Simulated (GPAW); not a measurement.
Input of a GPAW 26.7.0 run:

The input run.py:

```python
from ase import Atoms
from ase.dft.bandgap import bandgap
from ase.io import write
from ase.units import Bohr, GPa
from gpaw import GPAW, PW
from gpaw.elf import elf_from_dft_calculation

atoms = Atoms(['O', 'Li', 'Li'],
              cell=[[0.0, 2.3268543819, 2.3268543819],
                    [2.3268543819, 0.0, 2.3268543819],
                    [2.3268543819, 2.3268543819, 0.0]],
              scaled_positions=[[0.0, 0.0, 0.0],
                                [0.25, 0.25, 0.25],
                                [0.75, 0.75, 0.75]],
              pbc=True)

calc = GPAW(mode=PW(800),
            xc='PBE',
            kpts={'size': (10, 10, 10), 'gamma': True},
            occupations={'name': 'fermi-dirac', 'width': 0.05},
            nbands=12,
            convergence={'density': 1e-05, 'energy': 1e-05},
            maxiter=150,
            txt='gpaw.txt')
atoms.calc = calc
energy = atoms.get_potential_energy()
forces = atoms.get_forces()
stress = atoms.get_stress()
calc.write('gs.gpw')
write('result.traj', atoms)
print(f'Energy: {energy:.6f} eV')
print('Forces (eV/A):')
print(forces.round(4))
print('Stress (GPa):', (stress / GPa).round(3))
print('Fermi level:', round(calc.get_fermi_level(), 4), 'eV')
print(f'Gap: {bandgap(calc)[0]:.4f} eV, direct: {bandgap(calc, direct=True)[0]:.4f} eV')

# fields on the real-space grid
write('density.cube', atoms, data=calc.get_pseudo_density() * Bohr**3)
write('potential.cube', atoms, data=calc.get_electrostatic_potential())
write('elf.cube', atoms, data=elf_from_dft_calculation(calc).data)
```

Potentials or basis: GPAW PAW data sets (gpaw-data 1.2.1), pw.

Launch:

```sh
$ OMP_NUM_THREADS=1 python run.py
```

(1) Estimate the band gap on the k mesh.

(2) Predict the pressure.

Results:

(1) 4.93 eV, indirect (least direct gap 5.09 eV).

(2) 1.1 GPa.
